Examination question

The bulk modulus B measures how strongly a crystal resists uniform compression. The table gives B for cubic silicon carbide from several programs, potentials and density functionals. Each value holds at the row's own rest volume V₀, where its fitted energy is lowest.

Kohn-Sham DFT for cubic SiC (F-43m, 2-atom cell) with GPAW 26.7.0, ABACUS 3.10.1, ABINIT 10.8.3 and Quantum ESPRESSO 7.5, without spin polarization, Fermi-Dirac smearing 0.05 eV. Each fit uses energies at seven volumes, 94 to 106% of the given 10.35 Å³/atom. The measured bulk modulus is 225 GPa, from an earlier experiment quoted in pmc:9505936.

```
                 program  functional            how the value is got                                  potentials or basis  wave cutoff (eV)    k-mesh  computed bulk modulus (GPa)  computed over measured, less one (%)
             GPAW 26.7.0     BLYP+D3  fit, rest volume 10.62 Å³/atom  PAW data sets made by gpaw setup for the functional               800  10x10x10                        207.3                                  -7.9
           ABACUS 3.10.1         PBE  fit, rest volume 10.50 Å³/atom                  PseudoDojo NC SR 0.4.1 PBE standard              1116  10x10x10                        211.6                                  -6.0
       ABINIT 10.8.3 (1)         PBE  fit, rest volume 10.50 Å³/atom                  PseudoDojo NC SR PBE v0.4 stringent              1116  10x10x10                        211.6                                  -6.0
       ABINIT 10.8.3 (2)        OLYP  fit, rest volume 10.38 Å³/atom                                     JTH PAW PBE v2.0               544  10x10x10                        215.7                                  -4.1
       ABINIT 10.8.3 (3)     BP86+D3  fit, rest volume 10.39 Å³/atom                                     JTH PAW PBE v2.0               544  10x10x10                        217.4                                  -3.4
       ABINIT 10.8.3 (4)      PBE+D4  fit, rest volume 10.28 Å³/atom                                     JTH PAW PBE v2.0               544  10x10x10                        219.5                                  -2.4
Quantum ESPRESSO 7.5 (1)  PBE+D3(BJ)  fit, rest volume 10.31 Å³/atom                     PseudoDojo 0.4.1 SR PBE standard              1116  10x10x10                        219.7                                  -2.4
Quantum ESPRESSO 7.5 (2)      PBEsol  fit, rest volume 10.34 Å³/atom                                      GBRV 1.5 PBEsol               612  10x10x10                        221.4                                  -1.6
       ABINIT 10.8.3 (5)          WC  fit, rest volume 10.32 Å³/atom                                     JTH PAW PBE v2.0               544  10x10x10                        221.5                                  -1.6
       ABINIT 10.8.3 (6)         LDA  fit, rest volume 10.05 Å³/atom                                              HGH LDA              1088  10x10x10                        225.1                                   0.0
       ABINIT 10.8.3 (7)         LDA  fit, rest volume 10.12 Å³/atom                  PseudoDojo NC SR LDA v0.4 stringent              1116  10x10x10                        228.2                                   1.4
       ABINIT 10.8.3 (8)         LDA  fit, rest volume 10.13 Å³/atom                                     JTH PAW LDA v2.0               544  10x10x10                        229.5                                   2.0
```

1. Which choice moves B most: program, potential or functional?

Model answer. The functional. With PBE and closely related potentials, ABACUS and ABINIT (1) agree within 0.03 GPa. The three LDA rows, each with its own potentials, span 4.4 GPa (3.1 of it from HGH, whose cutoff is also in doubt), but going from PBE in ABINIT (1) to LDA in ABINIT (7) adds 16.6 GPa.

Remark. The tenths show that two programs solve the same equations alike. They don't show that the equations are right, and a change of potential already alters the last whole digit.

2. Is LDA stiffer because it describes a stiffer bond?

Model answer. No, it is stiffer because its crystal rests at a smaller volume, and a squeezed crystal resists further squeezing more. If the fitted energy curves are all read at the given cell, 10.35 Å³/atom, LDA in ABINIT (7) has only 209 GPa and PBE in ABINIT (1) has 224 GPa. The order has turned round.

Remark. PBE contains density gradients, which favour uneven electron densities and so push the atoms apart relative to LDA. This outward push fades as the crystal expands. A push that fades on expansion grows on compression, and therefore adds stiffness at a fixed volume.

3. What does adding dispersion, the van der Waals attraction, do to PBE?

Model answer. It pulls the crystal together and raises B by 8 GPa, as ABACUS and Quantum ESPRESSO (1) show. Compression along the old PBE curve would give 16 GPa. The attraction itself takes back 8 GPa, because it strengthens as the atoms approach and so helps the compression.

Remark. A spring that hardens when squeezed behaves in the same way. A constant load only moves it to a stiffer point, whereas a pull that grows on shortening also softens it. The spring explains the signs; the sizes must come from the crystal.

4. Turn this into a rule and estimate B for LDA from the PBE row and the LDA rest volume.

Model answer. Let a change of functional add a small pressure p, positive outward, that varies as V⁻ⁿ. B′ is the rise of B per unit of pressure on the old curve. Then

ΔV/V = p/B
ΔB = −B′p + np

The first term of ΔB comes from the shift in volume, the second from the slope of the added pressure. Dividing ΔB/B by ΔV/V gives

B ∝ V₀^−(B′ − n)

The PBE fit has B′ = 3.89. The PBE and PBE+D3(BJ) curves, compared at the given cell, give n = 1.92 as the change in B divided by the change in pressure. The exponent is therefore 1.97, and for LDA in ABINIT (7), which had no part in setting it,

B ≈ 211.6 × (10.50/10.12)^1.97 ≈ 228 GPa

The calculation gave 228.2 GPa.

Remark. That row is kinder than most. Over eight rows not used to set the exponent, the typical (rms) miss is 1.8 GPa; PBEsol is the worst of them, with the rule 3 GPa too low. HGH is left out because its cutoff is doubtful (question 6); there the rule is 6 GPa too high. Three of the eight, OLYP, BP86+D3 and WC, use potentials made for PBE, so part of their miss may come from there. The energies of OLYP, BP86+D3 and PBE+D4 also scatter about their fits over thirty times more than those of the PBE rows, so the last whole digit of their B is not to be trusted. A rule that counts only the change in volume, with exponent B′, misses by 9 GPa. That nearly the same n fits both the D3(BJ) dispersion and the step from LDA to PBE is an observation on these two steps, not a law: the step from PBE to PBEsol has n near 1, which is why the rule falls short there.

5. BLYP+D3 also contains dispersion. Why is it the softest row?

Model answer. At the given cell its dispersion part pulls inward, yet the total pressure there is still more than 5 GPa outward. BLYP alone must therefore push outward even harder than that. The crystal settles at the largest volume in the table, and B is lowest there.

Remark. To guess B for another functional, look first at its rest volume. The label "+D3" reveals only one of the pressures at work.

6. The HGH row matches experiment exactly. Is it the best calculation?

Model answer. No. Its wave cutoff is too short for the stress: the directly computed pressure at the given cell lies 3.3 GPa below that from its own energy curve. For LDA in ABINIT (7) the two agree within 0.1 GPa. B itself comes from the energies, so this flaw doesn't tell how far B is off. But HGH also gives a lower B than the other LDA rows despite its smaller volume, so its perfect score is no proof of accuracy.

7. Do the other LDA rows, within 2% of experiment, show that LDA is better than PBE here?

Model answer. They don't. LDA lands closer on this one number, but it is known to make bonds too short, and question 2 shows that this shortening raises its B. At the given cell, LDA in ABINIT (7) would lie 7% below the measured 225 GPa, while PBE in ABINIT (1) would give 224 GPa.

Remark. The measured value also includes softening by heat and zero-point motion, which these calculations leave out. Taking that softening out is expected to raise the target, toward the LDA values and away from PBE, so LDA stays the closer of the two for B at its own rest volume. Since 225 GPa is a single quoted experiment, differences of one or two percent are too small to rank the functionals.
